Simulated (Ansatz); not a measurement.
Hf under changes of volume

One of the cells (21.882 Å³/atom); the others are scaled copies at fixed shape and fractional positions:

```
Hf
1.0
     0.00000    2.22000    2.22000
     2.22000    0.00000    2.22000
     2.22000    2.22000    0.00000
Hf
1
Direct
  0.00000 0.00000 0.00000
```

This isn't the form of Hf at room conditions, which is hcp.

* Program: Ansatz 0.2.0
* Functional: PBEsol
* Potentials or basis: Ansatz PAW
* Cutoff: 420 eV (not typed: the program's choice for these potentials)
* k mesh: 10 × 10 × 10
* Occupations: fermi-dirac, width 0.05 eV
* Spin: no spin polarisation

```csv
volume (Å³/atom),energy over the lowest point (meV/atom),pressure (GPa)
20.569,?,?
21.007,4.56,2.9
21.444,0.00,0.5
21.882,1.87,-1.7
22.320,9.54,-3.7
22.757,22.44,-5.5
23.195,40.01,-7.1
```

Problem. What does the run at 20.569 Å³/atom give?

Solution. Energy over the lowest point 16.23 meV/atom; pressure 5.6 GPa.

Worked out: A Birch-Murnaghan fit of order 3 (a polynomial in V^(-2/3)) to the other rows has its minimum at 21.53 Å³/atom with B0 = V·E''(V) = 114 GPa and B' = 4.3. It gives 16.33 meV/atom at 20.569 Å³/atom, against the run's 16.23, and -dE/dV = 5.7 GPa, against 5.6.

Energies are extrapolated to zero smearing.

Caveats: the PAW data sets come from PBE, with cores solved anew for the run's functional, which leaves a small shift of forces and pressure.
